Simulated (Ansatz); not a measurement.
Consider the substitution at a C–O bond: `COB([SiH3])Cl` + `NC(N)=O` → `CNC(N)=O` + `OB([SiH3])Cl`.

Gas-phase electronic energies from Ansatz, PBE0-D4/def2-TZVP geometries. CBS: MP2 limit from def2 TZ/QZ plus the TZ coupled-cluster correction, frozen cores. Functionals use def2-TZVPP. Each species was taken in one conformer, which may not be the lowest.

`COB([SiH3])Cl`:

Cartesian coordinates in Å:
```
C -2.042 0.351 0.577
O -0.625 0.390 0.517
B 0.159 -0.270 -0.338
Si 2.170 -0.074 -0.251
Cl -0.524 -1.343 -1.586
H -2.332 -0.047 1.549
H -2.462 -0.268 -0.216
H -2.412 1.373 0.485
H 2.792 -1.409 -0.029
H 2.676 0.454 -1.548
H 2.598 0.842 0.840
```

`NC(N)=O`:

```xyz
8

N    -0.599    0.966    0.320
C     0.221   -0.134    0.433
N     0.385   -0.836   -0.740
O     0.752   -0.455    1.473
H    -0.557    1.580    1.116
H    -0.661    1.426   -0.573
H     0.815   -1.736   -0.610
H    -0.357   -0.810   -1.419
```

`CNC(N)=O`:

Z-matrix (Å, degrees):
```
C
N 1 1.441
H 1 1.091 2 109.7
H 1 1.088 2 108.3 3 118.9
H 1 1.096 2 112.7 3 -121.7
C 2 1.369 1 119.8 3 -154.6
H 2 1.006 1 117.1 3 53.9
O 6 1.214 2 123.5 1 8.3
N 6 1.382 2 114.0 1 -171.0
H 9 1.006 6 112.6 2 -167.3
H 9 1.007 6 117.8 2 -30.7
```

`OB([SiH3])Cl`:

Cartesian coordinates in Å:
```
O -1.709 -0.430 0.568
B -0.431 -0.032 0.676
Si 0.783 0.102 -0.937
Cl 0.214 0.387 2.279
H -2.184 -0.453 1.408
H 0.086 -0.277 -2.194
H 1.956 -0.794 -0.742
H 1.284 1.498 -1.059
```

```
             level  ΔE (kJ/mol)  difference from CCSD(T)/CBS
            PBE-D4        -23.1                          1.6
         r2SCAN-D4        -23.0                          1.7
           PBE0-D4        -24.8                         -0.1
           ωB97X-V        -23.3                          1.4
           ωB97M-V        -24.1                          0.6
            B2PLYP        -22.4                          2.3
               PBE        -23.5                          1.2
            r2SCAN        -23.2                          1.5
              PBE0        -25.3                         -0.6
     HF/def2-TZVPP        -20.6                          4.1
    MP2/def2-TZVPP        -26.5                         -1.8
SCS-MP2/def2-TZVPP        -24.0                          0.7
   CCSD/def2-TZVPP        -24.4                          0.3
CCSD(T)/def2-TZVPP        -24.3                          0.4
    MP2/def2-QZVPP        -26.7                         -2.0
      HF/CBS(def2)        -20.5                          4.2
       CCSD(T)/CBS        -24.7                            0
```

Largest T1 diagnostic among the species: 0.014.

In def2-TZVPP, CCSD(T) changes the Hartree–Fock value by −3.7 kJ/mol (the triples alone add +0.1 kJ/mol) and MP2 by −5.9 kJ/mol.

CCSD(T)/CBS has its own doubt, a few kJ/mol and more with outer-core shells, so smaller differences from it don't rank the levels.
